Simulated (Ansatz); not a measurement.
# AlN: the cost of one run

Method: DFT PBE, scalar-relativistic, in Ansatz 0.2.0.

## Step 1: Starting point

The structure is cubic, space group Fm-3m (No. 225). Conventional cell: a = 3.956 Å, b = 3.956 Å, c = 3.956 Å, α = 90.00°, β = 90.00°, γ = 90.00°. Around Al (site symmetry m-3m) lie 6 N at 1.98 Å. Around N (site symmetry m-3m) lie 6 Al at 1.98 Å.

Coordinates:

```cif
data_structure
_symmetry_space_group_name_H-M 'Fm-3m'
_symmetry_Int_Tables_number 225
_cell_length_a 3.9560
_cell_length_b 3.9560
_cell_length_c 3.9560
_cell_angle_alpha 90.000
_cell_angle_beta 90.000
_cell_angle_gamma 90.000
_cell_volume 61.91
loop_
_atom_site_label
_atom_site_type_symbol
_atom_site_symmetry_multiplicity
_atom_site_Wyckoff_symbol
_atom_site_fract_x
_atom_site_fract_y
_atom_site_fract_z
_atom_site_occupancy
Al1 Al 4 a 0.00000 0.00000 0.00000 1
N1 N 4 b 0.50000 0.00000 0.00000 1
```

The file gives the conventional cell by its symmetry; the runs use the cell typed in the input.

Atoms are numbered in the order of the input: Al1, N2.

## Step 2: The deformed structure

Space group Fm-3m before, R-3m after.

## Step 3: LAPW, all electrons

File input.yaml:

```yaml
crystal:
  lattice:
    - [-0.01978, 1.96811, 1.96811]
    - [1.96811, -0.01978, 1.96811]
    - [1.96811, 1.96811, -0.01978]
  atoms:
    - { symbol: Al, position: [0.0, 0.0, 0.0] }
    - { symbol: "N", position: [0.5, 0.5, 0.5] }
kpoints:
  mp_grid: { grid: [10, 10, 10] }
  band_path:
    path:
      - [0.0, 0.0, 0.0]
      - [0.5, 0.5, 0.5]
      - [0.2525443832, 0.5, 0.7474556168]
      - [-0.2525443832, 0.2525443832, 0.5]
      - [0.0, 0.0, 0.5]
      - [0.0, 0.0, 0.0]
      - [-0.3762721916, 0.0, 0.3762721916]
      - [0.0, 0.3762721916, 0.6237278084]
      - [0.0, 0.5, 0.5]
    npoints: 5
scf:
  occupations: { method: fermi_dirac, width: 0.02 }
hamiltonian:
  xc: pbe
  pseudopotentials: { kind: all_electron, lapw: { basis_error: 0.001 } }
output:
  forces: true
  stress: true
  eigenvalues: true
```

On the command line:

```bash
ansatz run input.yaml --threads 1 --pin off --max-ram 3072MiB --backend cpu --events-out ev --progress --plain --runs-dir out
```

What time and memory should one allow on 1 thread of Intel Xeon Platinum 8488C (Sapphire Rapids), shared host?

About 8.6 s, with a peak of 0.37 GiB.
